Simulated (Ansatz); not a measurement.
Consider CoPt (space group P4/mmm, No. 123; ferromagnetic; relaxed with 0.1 eV smearing).

```
CELL_PARAMETERS angstrom
      2.69705     0.00000     0.00000
      0.00000     2.69705     0.00000
      0.00000     0.00000     3.72235
ATOMIC_POSITIONS crystal
  Co 0.50000 0.50000 0.50000
  Pt 0.00000 0.00000 0.00000
```

Cartesian axes are those of the cell as printed.

Calculations: PBE (Ansatz, a program for electronic structure), no spin-orbit coupling.

One thing is altered: tensor shear ε_xy = +3.92 % (engineering shear γ = 0.0784), atoms relaxed at fixed cell.

Q: Predict the stress tensor and what it implies for the stiffness.

A: Stress of the strained cell less that of the base (GPa, compression positive):
```
    0.6    -5.2     0.0
   -5.2     0.6     0.0
    0.0     0.0     1.5
```

Then −Δσ/γ with γ = 2ε = 0.0784 gives secant stiffness values (nonlinear terms included at this strain): C66 ≈ 66 GPa.

As a check, the harmonic strain energy −½ V₀ Δσ:ε is 17 meV/atom; the computed energy rise is 17 meV/atom.

The magnetic state is the one reached from the starting moments; the real material's order can differ, and small cells can't hold many antiferromagnetic ones. No phonon test of stability was made.
